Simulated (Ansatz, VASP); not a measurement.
# C63N (substitutional N in diamond): VASP beside Ansatz

One calculation is typed for both programs; each brings its own data sets. How far apart do they land? Of the first pair: The structure shown is the start of the Ansatz relaxation below; VASP solves that cell, so the two are compared at the walk's first step.

Program: Ansatz 0.2.0. Level of theory: plane waves, with VASP 6.6.1 beside it; single point at PBE. Results are calculated unless marked as measured.

### 1. The structure

The cell holds 64 atoms: 63 C and 1 N. Cell: a = 7.141 Å, b = 7.141 Å, c = 7.141 Å, α = 90.0°, β = 90.0°, γ = 90.0°. It derives from C (C (Fd-3m)). Nearest the centre at fractional (0.375, 0.375, 0.375): N64 at 0.31 Å, C41 at 1.53 Å, C48 at 1.55 Å, C4 at 1.56 Å, C26 at 1.56 Å, C45 at 2.51 Å, C5 at 2.51 Å, C13 at 2.51 Å. The cell carries charge +1.

### 2. Ansatz: relaxation, PBE

Ansatz runs on its default PAW (the set named soft_2) files.

The two programs are compared at the cell with which this relaxation starts, whose forces are those of its first step.

Input file input.yaml:

```yaml
relax:
  f_tol: 0.02
  max_steps: 80
  random_displacement: { amplitude: 0.02, seed: 527 }
crystal:
  lattice:
    - [7.14071261, 0.0, 0.0]
    - [0.0, 7.14071261, 0.0]
    - [0.0, 0.0, 7.14071261]
  atoms:
    - { symbol: C, position: [0.0, 0.0, 0.25] }
    - { symbol: C, position: [0.0, 0.25, 0.0] }
    - { symbol: C, position: [0.25, 0.0, 0.0] }
    - { symbol: C, position: [0.25, 0.25, 0.25] }
    - { symbol: C, position: [0.125, 0.125, 0.375] }
    - { symbol: C, position: [0.125, 0.375, 0.125] }
    - { symbol: C, position: [0.375, 0.125, 0.125] }
    - { symbol: "N", position: [0.399255282, 0.399255282, 0.399255282] }
    - { symbol: C, position: [0.0, 0.0, 0.75] }
    - { symbol: C, position: [0.0, 0.25, 0.5] }
    - { symbol: C, position: [0.25, 0.0, 0.5] }
    - { symbol: C, position: [0.25, 0.25, 0.75] }
    - { symbol: C, position: [0.125, 0.125, 0.875] }
    - { symbol: C, position: [0.125, 0.375, 0.625] }
    - { symbol: C, position: [0.375, 0.125, 0.625] }
    - { symbol: C, position: [0.375, 0.375, 0.875] }
    - { symbol: C, position: [0.0, 0.5, 0.25] }
    - { symbol: C, position: [0.0, 0.75, 0.0] }
    - { symbol: C, position: [0.25, 0.5, 0.0] }
    - { symbol: C, position: [0.25, 0.75, 0.25] }
    - { symbol: C, position: [0.125, 0.625, 0.375] }
    - { symbol: C, position: [0.125, 0.875, 0.125] }
    - { symbol: C, position: [0.375, 0.625, 0.125] }
    - { symbol: C, position: [0.375, 0.875, 0.375] }
    - { symbol: C, position: [0.0, 0.5, 0.75] }
    - { symbol: C, position: [0.0, 0.75, 0.5] }
    - { symbol: C, position: [0.25, 0.5, 0.5] }
    - { symbol: C, position: [0.25, 0.75, 0.75] }
    - { symbol: C, position: [0.125, 0.625, 0.875] }
    - { symbol: C, position: [0.125, 0.875, 0.625] }
    - { symbol: C, position: [0.375, 0.625, 0.625] }
    - { symbol: C, position: [0.375, 0.875, 0.875] }
    - { symbol: C, position: [0.5, 0.0, 0.25] }
    - { symbol: C, position: [0.5, 0.25, 0.0] }
    - { symbol: C, position: [0.75, 0.0, 0.0] }
    - { symbol: C, position: [0.75, 0.25, 0.25] }
    - { symbol: C, position: [0.625, 0.125, 0.375] }
    - { symbol: C, position: [0.625, 0.375, 0.125] }
    - { symbol: C, position: [0.875, 0.125, 0.125] }
    - { symbol: C, position: [0.875, 0.375, 0.375] }
    - { symbol: C, position: [0.5, 0.0, 0.75] }
    - { symbol: C, position: [0.5, 0.25, 0.5] }
    - { symbol: C, position: [0.75, 0.0, 0.5] }
    - { symbol: C, position: [0.75, 0.25, 0.75] }
    - { symbol: C, position: [0.625, 0.125, 0.875] }
    - { symbol: C, position: [0.625, 0.375, 0.625] }
    - { symbol: C, position: [0.875, 0.125, 0.625] }
    - { symbol: C, position: [0.875, 0.375, 0.875] }
    - { symbol: C, position: [0.5, 0.5, 0.25] }
    - { symbol: C, position: [0.5, 0.75, 0.0] }
    - { symbol: C, position: [0.75, 0.5, 0.0] }
    - { symbol: C, position: [0.75, 0.75, 0.25] }
    - { symbol: C, position: [0.625, 0.625, 0.375] }
    - { symbol: C, position: [0.625, 0.875, 0.125] }
    - { symbol: C, position: [0.875, 0.625, 0.125] }
    - { symbol: C, position: [0.875, 0.875, 0.375] }
    - { symbol: C, position: [0.5, 0.5, 0.75] }
    - { symbol: C, position: [0.5, 0.75, 0.5] }
    - { symbol: C, position: [0.75, 0.5, 0.5] }
    - { symbol: C, position: [0.75, 0.75, 0.75] }
    - { symbol: C, position: [0.625, 0.625, 0.875] }
    - { symbol: C, position: [0.625, 0.875, 0.625] }
    - { symbol: C, position: [0.875, 0.625, 0.625] }
    - { symbol: C, position: [0.875, 0.875, 0.875] }
  host:
    repeats: [2, 2, 2]
    atoms:
      - { symbol: C, position: [0.0, 0.0, 0.5] }
      - { symbol: C, position: [0.0, 0.5, 0.0] }
      # ... 6 more atoms of the perfect host
total_charge: 1
basis:
  ecutwfc: 300
  xc_grid: 2
hamiltonian:
  xc: pbe
kpoints:
  mp_grid: { grid: [1, 1, 1], shift: [0.25, 0.25, 0.25] }
scf:
  occupations: { method: fermi_dirac, width: 0.01 }
  max_iter: 120
output:
  forces: true
  charged_corrections:
    epsilon: 5.85
    static_epsilon: 5.85
    defect_position: [0.375, 0.375, 0.375]
checkpoint:
  write: "../relax0.run"
  compress: false
  write_wavefunctions: true
  write_every: 100000
```

Run with:

```
> ansatz run input.yaml --threads 2 --pin off --max-ram 3768MiB --backend cpu --events-out ev --progress --plain --runs-dir out
```

Numbers of over 12 decimals in the logs are rounded to 6 here.

The log of the run:

```text
Warning: basis.ecutwfc = 300 eV is below the records' recommended 420 eV, and the density's cutoff is lower with it unless basis.ecutrho_ratio is high enough to keep the records' density cutoff: compare with a run at a higher cutoff
Engine: ansatz 0.2.0, x86_64-unknown-linux-gnu
Pseudopotentials: kind: paw
Pseudopotential: C, paw, valence charge 4, recommended cutoff 420 eV (normal), C.paw.azcp
Pseudopotential: N, paw, valence charge 5, recommended cutoff 420 eV (normal), N.paw.azcp
Functional definition: PBE
  parameter kappa = 0.804
  parameter beta = 0.066725
  exchange = pbe_x(kappa = kappa, mu = beta*pi^2/3)
  correlation = pbe_c(beta = beta)
Crystal: 64 atoms, lattice volume = 364.103 Å³
Basis set: ecut = 300 eV, 4337 PW (Γ), exchange–correlation on 90×90×90 points (8 copies of the dense FFT grid, shifted against one another)
Bands: 192, of which v1, the nominal top of the filled ones, is band 128 counted from 1 (127 counted from 0)
Symmetry: 1 space group operations
k-points: 1
Non-local potential: C, projectors of the file, l = 0: 2, l = 1: 2, l = 2: 1
Non-local potential: N, projectors of the file, l = 0: 2, l = 1: 2, l = 2: 1
PAW form: soft (Blöchl's): semilocal exchange-correlation on the pseudo side does not see the compensation charge
PAW one-centre angular grid: C, 110 points (default); XC on 64 Gauss nodes
PAW one-centre angular grid: N, 110 points (default); XC on 64 Gauss nodes
Initial density: superposition of atomic densities (neutral atoms scaled as one to the charged cell's electrons: chi_scale 0, normalization atom), corrected by the library's trained network
Initial wavefunctions: pseudopotential atomic-orbital guess
Functional: x = pbe(κ = 0.804, μ = 0.219515), c = pbe(β = 0.066725)
SCF iter   1: F=—  HF=-16188.883981 eV  |F-HF|=—  |Δ(HF+E_count)|=         —  Δρ=1.20e-2  dr2=1.73e-1  ethr=1.77e-3  ⟨swp⟩=6.0  Hψ=844  notcnv=0  defer=21
preconditioner: auto → Resta (q_TF=auto, 2.573 Å⁻¹)  ε∞=4.4  [insulator: Δε(μ)=3.173 eV  Ē_g=16.932 eV  σ=0.010 eV  W_gap=1.00  n_scr=92 (ndim 8)  ℏωp=31.1 eV  f_vac=0.000  D(μ)=0.00/eV (n_scr^D=0)  ε∞_Penn≈4.4]
SCF iter   2: F=—  HF=-16188.940859 eV  |F-HF|=—  |Δ(HF+E_count)|=   5.69e-2  Δρ=6.42e-3  dr2=4.97e-2  ethr=6.78e-5  ⟨swp⟩=2.0  Hψ=228  notcnv=0  defer=57
SCF iter   3: F=—  HF=-16188.962774 eV  |F-HF|=—  |Δ(HF+E_count)|=   2.19e-2  Δρ=4.31e-4  dr2=4.63e-4  ethr=1.94e-5  ⟨swp⟩=3.0  Hψ=251  notcnv=0  defer=57
SCF iter   4: F=—  HF=-16188.962460 eV  |F-HF|=—  |Δ(HF+E_count)|=   3.14e-4  Δρ=6.63e-5  dr2=1.60e-5  ethr=1.81e-7  ⟨swp⟩=2.0  Hψ=263  notcnv=0  defer=57
iter 5 did not close the SCF: its close was put off for the readings that it lacked (scf_convergence_deferred on its scf_iter line)
SCF iter   5: F=-16188.962459 eV  HF=-16188.962459 eV  |F-HF|=1.12e-8  |Δ(HF+E_count)|=   1.24e-6  Δρ=1.49e-5  dr2=6.55e-7  ethr=6.25e-9  ⟨swp⟩=2.0  Hψ=243  notcnv=0  defer=57
SCF iter   6: F=-16188.962459 eV  HF=-16188.962459 eV  |F-HF|=1.73e-9  |Δ(HF+E_count)|=   2.13e-7  Δρ=2.19e-6  dr2=1.51e-8  ethr=2.56e-10  ⟨swp⟩=1.0  Hψ=459  notcnv=0
SCF 1 converged in 6 iterations: F = -16188.962459 eV  dr2 = 1.51e-8
  greatest PAW one-centre occupation: 0.785 electrons in one spin orbital (limit 2), on the N atom at site 7 (counted from 0), in its partial waves of l = 0
relax step   1: F+E_penalty+E_count = -16188.96245906 eV  Δ(F+E_penalty+E_count) = +0.000e0 eV  max|allowed force component| = 5.725e0 eV/Å  Δτ_max = 0.0000 Å  (6 SCF iters, dr2 threshold 1.00e-5 eV, accepted)
Initial density: handed on by an earlier stage of this run
Initial wavefunctions: those handed on with the density
iter 1 solved again at ethr=6.86e-5 eV; its pass at ethr=3.10e-3 eV (dr2=1.76e-1 eV) is discarded
SCF iter   1: F=—  HF=-16190.710144 eV  |F-HF|=—  |Δ(HF+E_count)|=         —  Δρ=1.00e-2  dr2=1.77e-1  ethr=6.86e-5  ⟨swp⟩=2.0  Hψ=820  notcnv=0  defer=57
preconditioner: auto → Resta (q_TF=auto, 2.573 Å⁻¹)  ε∞=4.4  [insulator: Δε(μ)=4.234 eV  Ē_g=16.943 eV  σ=0.010 eV  W_gap=1.00  n_scr=92 (ndim 8)  ℏωp=31.1 eV  f_vac=0.000  D(μ)=0.00/eV (n_scr^D=0)  ε∞_Penn≈4.4]
SCF iter   2: F=—  HF=-16190.687651 eV  |F-HF|=—  |Δ(HF+E_count)|=   2.25e-2  Δρ=5.26e-3  dr2=4.62e-2  ethr=6.86e-5  ⟨swp⟩=2.0  Hψ=142  notcnv=0  defer=57
SCF iter   3: F=—  HF=-16190.680797 eV  |F-HF|=—  |Δ(HF+E_count)|=   6.85e-3  Δρ=4.80e-4  dr2=7.76e-4  ethr=1.80e-5  ⟨swp⟩=2.0  Hψ=270  notcnv=0  defer=57
SCF iter   4: F=—  HF=-16190.680736 eV  |F-HF|=—  |Δ(HF+E_count)|=   6.04e-5  Δρ=1.17e-4  dr2=5.11e-5  ethr=3.03e-7  ⟨swp⟩=2.0  Hψ=225  notcnv=0  defer=57
iter 5 did not close the SCF: its close was put off for the readings that it lacked (scf_convergence_deferred on its scf_iter line)
SCF iter   5: F=-16190.680741 eV  HF=-16190.680741 eV  |F-HF|=4.42e-7  |Δ(HF+E_count)|=   4.86e-6  Δρ=2.50e-5  dr2=1.70e-6  ethr=2.00e-8  ⟨swp⟩=2.0  Hψ=263  notcnv=0  defer=57
[...]
atom  47  C      0.00433574     0.00408782     0.00218128
  atom  48  C      0.00291228     0.00406906     0.00147382
  atom  49  C     -0.00559656    -0.00492340     0.00327820
  atom  50  C     -0.00461637    -0.00473965    -0.00268592
  atom  51  C     -0.00390335    -0.00421546    -0.00184516
  atom  52  C     -0.00312585    -0.00277606     0.00027601
  atom  53  C      0.00255767     0.00229282    -0.00152975
  atom  54  C      0.00307607     0.00448480     0.00246317
  atom  55  C      0.00369516     0.00305588     0.00222316
  atom  56  C      0.00319739     0.00324877     0.00156509
  atom  57  C     -0.00377852    -0.00308835    -0.00171071
  atom  58  C     -0.00371245    -0.00302731    -0.00205806
  atom  59  C     -0.00280852    -0.00295799    -0.00155749
  atom  60  C     -0.00478994    -0.00475171    -0.00267841
  atom  61  C      0.00415846     0.00326257     0.00197810
  atom  62  C      0.00399080     0.00366647     0.00195770
  atom  63  C      0.00260101     0.00368097     0.00233012
  atom  64  C      0.00356608     0.00441477     0.00234709
  max |Σ_I F_I| component: 7.28e-6 eV/Å
--- Charged-cell corrections in eV (Makov–Payne, q = +1.000 e, ε = 5.850) ---
  F (periodic)     = -16191.080654  (uncorrected; the corrections below are reported, never added to it)
  E_corr1          = +0.489023  (monopole, q²α_M/2εL)
  F Makov-Payne    = -16190.591631  (F + E_corr1; no measured alignment; for a localised charge, not one spread in a band: unchecked)
  no potential alignment in this run, which stands beside a crystal: run the host's input off ansatz write-host-input, and read the two finished runs by ansatz place-levels (neither reads a slab, a wire or a sheet, whose cell leaves a vacuum)
--- Band table (eV) ---
  k-point 0: bands = [... 124 lower, 11.3894, 11.4531, 12.5942, 12.5949, 17.3689, 18.1501, 18.1502, 18.2479, ... 60 higher]
--- Relaxed structure (6 steps of the walk, 6 accepted, 0 SCFs on fresh bases) ---
  F+E_penalty+E_count = -16191.08065402 eV   max|allowed force component| = 6.838e-3 eV/Å
  atoms:
    - { symbol: C, position: [0.00035963, 7.487616447859035e-5, 0.249519] }
    - { symbol: C, position: [0.000358442, 0.249625, -2.8503535326237807e-5] }
    - { symbol: C, position: [0.249905, 7.683623523348623e-5, -2.904341701882433e-5] }
    - { symbol: C, position: [0.249017, 0.248736, 0.248628] }
    - { symbol: C, position: [0.125652, 0.125368, 0.376079] }
    - { symbol: C, position: [0.125651, 0.376181, 0.125266] }
    - { symbol: C, position: [0.376461, 0.125368, 0.125268] }
    - { symbol: N, position: [0.375325, 0.375045, 0.374941] }
    - { symbol: C, position: [0.00028137, -3.352000727964913e-6, 0.750059] }
    - { symbol: C, position: [0.000139656, 0.250110, 0.499980] }
    - { symbol: C, position: [0.250396, -0.000146221, 0.499981] }
    - { symbol: C, position: [0.250399, 0.250116, 0.750303] }
    - { symbol: C, position: [0.125427, 0.125146, 0.875127] }
    - { symbol: C, position: [0.125798, 0.374415, 0.625021] }
    - { symbol: C, position: [0.374698, 0.125511, 0.625022] }
    - { symbol: C, position: [0.375603, 0.375321, 0.875209] }
    - { symbol: C, position: [0.00013965, 0.500085, 0.250008] }
    - { symbol: C, position: [0.00028127, 0.750164, -0.000110651] }
    - { symbol: C, position: [0.250396, 0.500087, -0.000251396] }
    - { symbol: C, position: [0.250400, 0.750409, 0.250011] }
    - { symbol: C, position: [0.125799, 0.625122, 0.374316] }
    - { symbol: C, position: [0.125429, 0.875228, 0.125048] }
    - { symbol: C, position: [0.374701, 0.625123, 0.125413] }
    - { symbol: C, position: [0.375604, 0.875311, 0.375220] }
    - { symbol: C, position: [0.000548737, 0.500491, 0.749937] }
[...]
- { symbol: C, position: [0.500494, 0.500209, 0.750428] }
    - { symbol: C, position: [0.500494, 0.750534, 0.500104] }
    - { symbol: C, position: [0.750819, 0.500207, 0.500102] }
    - { symbol: C, position: [0.750549, 0.750264, 0.750157] }
    - { symbol: C, position: [0.625766, 0.625485, 0.875299] }
    - { symbol: C, position: [0.625766, 0.875399, 0.625384] }
    - { symbol: C, position: [0.875687, 0.625481, 0.625382] }
    - { symbol: C, position: [0.875588, 0.875303, 0.875204] }
```

(Part 1 of 3 ends here.)

[Lines on the potential files, build, host, timing and source positions are cut from VASP's logs without a mark.]

[Logs are printed without paths, hosts, clocks, repeated set-up lines and the standing remarks that a program may print on its own settings, such as how far it seeks lower states.]

[Hosts, paths, dates, database ids (printed as entryN), source tags and the programs' standing remarks are cut or masked in the printed files.]
